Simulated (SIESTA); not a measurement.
Crystal: CuAu.

```
Au Cu
1.0
     2.81075    0.00000    0.00000
     0.00000    2.81075    0.00000
     0.00000    0.00000    3.68500
Au Cu
1 1
Direct
  0.00000 0.00000 0.00000
  0.50000 0.50000 0.50000
```

- Program: SIESTA 5.4.2
- Task: single point
- Functional: PBEsol
- Potentials or basis: PseudoDojo 0.4 standard (PBEsol files)
- Basis: DZP (energy shift 0.003 Ry; two zetas on semicore shells)
- Grid cutoff: 800 Ry
- Energy shift: 0.003 Ry
- k mesh: 9 × 9 × 7
- Occupations: fermi-dirac, width 0.05 eV
- Spin: no spin polarisation

On this cell: pressure -3.5 GPa; largest force under 0.003 eV/Å; band gap on the k mesh none (metal or under the smearing width).

The same run follows on a disturbed copy (atoms moved at random, drawn with an rms of 0.05 Å):

```
Au Cu
1.0
     2.81075    0.00000    0.00000
     0.00000    2.81075    0.00000
     0.00000    0.00000    3.68500
Au Cu
1 1
Direct
  0.99294 0.00315 0.98443
  0.49656 0.48971 0.49476
```

Problem. What does the disturbed cell give?

Solution. The energy (extrapolated to zero smearing) moves by +4.1 meV/atom; pressure -3.4 GPa; largest force 0.331 eV/Å; band gap on the k mesh none (metal or under the smearing width).

Forces in eV/Å, atoms in the order of the input:
```
Au   0.037 -0.147  0.293
Cu  -0.036  0.147 -0.294
```

Stress tensor (GPa, compression positive):
```
-2.79 -0.03  0.05
-0.03 -2.87 -0.17
 0.05 -0.17 -4.40
```

Caveats: short orbitals over semicore shells can move pressures by several GPa; the basis of atomic orbitals isn't converged, which shifts pressures, moduli and gaps.
